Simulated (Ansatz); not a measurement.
Zr, A15: how the functional moves the structure

All rows: Ansatz, plane waves with scalar-relativistic PAW, 420 eV (500 eV for the SCAN forms), relaxed under each functional, no dispersion correction, no zero-point motion. B₀ comes from uniform scaling at fixed shape; a dash is a value not given.

```tsv
functional	V (Å³/atom)	cell	magnetic state	ΔE to hcp (meV/atom)
PBE	23.09	a = 5.695 Å	spin not included	135
r²SCAN	23.19	a = 5.704 Å	spin not included	176
PBEsol	22.05	a = 5.608 Å	spin not included	115
LDA	21.33	a = 5.547 Å	spin not included	94
revPBE	23.54	a = 5.732 Å	spin not included	143
BLYP	23.95	a = 5.765 Å	spin not included	125
```

Task: What does RPBE give?

Result: V (Å³/atom): 23.73; cell: a = 5.747 Å; magnetic state: spin not included; ΔE to hcp (meV/atom): 146.
